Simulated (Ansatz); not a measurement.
**Fe: from the end of a run back to its start**

System: Fe, an experimental structure (space group Fm-3m, primitive cell doubled); the cell holds 2 atoms. Source: COD entry 9016648; the sample's temperature and pressure aren't taken into account, and it need not be the stable phase.

```
Fe
1.0
     0.00000    1.74200    1.74200
     3.48400    0.00000    3.48400
     1.74200    1.74200    0.00000
Fe
2
Direct
  0.00000 0.00000 0.00000
  0.00000 0.50000 0.00000
```

Numbers behind element symbols give the atom's place in this list.

All numbers below come from Ansatz, DFT, PBE, PAW, plane waves, scalar-relativistic.

| Setting | Value |
| --- | --- |
| Plane-wave cutoff | 420 eV |
| k-point mesh | 13×7×13 (Γ-centred) |
| Occupations | Fermi–Dirac smearing, 0.1 eV |

The total moment includes the space between the atomic spheres.

The mesh has less symmetry than the lattice, which lowers the symmetry of the run.

In a plain SCF nothing is tried after convergence. Ends within 0.2 meV/atom and 0.1 μB count as one state.

One run gave this history:

```json
{"iteration": "1", "Harris–Foulkes energy + 8960 (eV)": "0.1996", "largest residual (eV)": "3.62e+00", "M (μB)": "0.00", "absolute moment (μB)": "5.15"}
{"iteration": "2", "Harris–Foulkes energy + 8960 (eV)": "0.0222", "largest residual (eV)": "2.25e+00", "M (μB)": "0.00", "absolute moment (μB)": "4.92"}
{"iteration": "3", "Harris–Foulkes energy + 8960 (eV)": "-1.0033", "largest residual (eV)": "1.75e+00", "M (μB)": "0.00", "absolute moment (μB)": "3.73"}
{"iteration": "4", "Harris–Foulkes energy + 8960 (eV)": "-0.6617", "largest residual (eV)": "9.29e-02", "M (μB)": "0.00", "absolute moment (μB)": "3.20"}
{"iteration": "5", "Harris–Foulkes energy + 8960 (eV)": "-0.7143", "largest residual (eV)": "1.06e-02", "M (μB)": "0.00", "absolute moment (μB)": "2.57"}
{"iteration": "6", "Harris–Foulkes energy + 8960 (eV)": "-0.7236", "largest residual (eV)": "4.32e-03", "M (μB)": "0.00", "absolute moment (μB)": "2.32"}
{"iteration": "7", "Harris–Foulkes energy + 8960 (eV)": "-0.7256", "largest residual (eV)": "9.22e-04", "M (μB)": "0.00", "absolute moment (μB)": "2.14"}
{"iteration": "8", "Harris–Foulkes energy + 8960 (eV)": "-0.7262", "largest residual (eV)": "8.64e-05", "M (μB)": "0.00", "absolute moment (μB)": "2.08"}
{"iteration": "9", "Harris–Foulkes energy + 8960 (eV)": "-0.7263", "largest residual (eV)": "6.43e-06", "M (μB)": "0.00", "absolute moment (μB)": "2.04"}
{"iteration": "10", "Harris–Foulkes energy + 8960 (eV)": "-0.7263", "largest residual (eV)": "2.67e-06", "M (μB)": "0.00", "absolute moment (μB)": "2.03"}
{"iteration": "11", "Harris–Foulkes energy + 8960 (eV)": "-0.7263", "largest residual (eV)": "4.24e-07", "M (μB)": "0.00", "absolute moment (μB)": "2.03"}
{"iteration": "12", "Harris–Foulkes energy + 8960 (eV)": "-0.7263", "largest residual (eV)": "1.01e-08", "M (μB)": "0.00", "absolute moment (μB)": "2.03"}
{"iteration": "13", "Harris–Foulkes energy + 8960 (eV)": "-0.7263", "largest residual (eV)": "4.94e-09", "M (μB)": "0.00", "absolute moment (μB)": "2.02"}
```

It ended antiferromagnetic, site moments Fe1 0.99, Fe2 -0.99 μB, total 0.00 μB per cell, no gap on the k-mesh.

Task: These set-ups ended in different states. Which one gave the run above?
A. a moment on one site alone, plain SCF [Fe2 4.00 μB]
B. spin on, no moments given (the program may seed its own), plain SCF
C. opposed moments +-, plain SCF [Fe1 4.00, Fe2 -4.00 μB]

Result: C. The others ended as follows, with energies against this run: “a moment on one site alone, plain SCF” ferrimagnetic, +2.9 meV/atom; “spin on, no moments given (the program may seed its own), plain SCF” ferromagnetic, -8.4 meV/atom.
